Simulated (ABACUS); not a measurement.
**As under changes of volume**

One of the cells (21.530 Å³/atom); the others are scaled copies at fixed shape and fractional positions:

```
As
1.0
     1.88080    1.08588    3.51406
    -1.88080    1.08588    3.51406
     0.00000   -2.17176    3.51406
As
2
Direct
  0.22600 0.22600 0.22600
  0.77400 0.77400 0.77400
```

```yaml
Program: ABACUS 3.10.1
Functional: PBEsol
Potentials_or_basis: PseudoDojo NC SR 0.4.1 PBEsol standard
Cutoff: 1143 eV
Density_cutoff: 4572 eV
Basis: plane waves
k_mesh: 9 × 9 × 9
Occupations: fermi-dirac, width 0.05 eV
Spin: no spin polarisation
```

```csv
volume (Å³/atom),energy over the lowest point (meV/atom),pressure (GPa),largest force (eV/Å)
20.239,23.73,5.8,0.825
20.669,10.84,3.8,0.665
21.100,3.10,2.0,0.515
21.530,0.00,0.3,0.373
21.961,?,?,?
22.392,6.00,-2.5,0.117
22.822,14.32,-3.7,0.000
```

Task: What does the run at 21.961 Å³/atom give?

Result: Energy over the lowest point 1.10 meV/atom; pressure -1.2 GPa; largest force 0.241 eV/Å.

Worked out: A Birch-Murnaghan fit of order 3 (a polynomial in V^(-2/3)) to the other rows has its minimum at 21.63 Å³/atom with B0 = V·E''(V) = 77 GPa and B' = 4.1 at fixed shape and positions, which overstates the stiffness. It gives 1.10 meV/atom at 21.961 Å³/atom, against the run's 1.10, and -dE/dV = -1.1 GPa, against -1.2.

Energies are extrapolated to zero smearing.
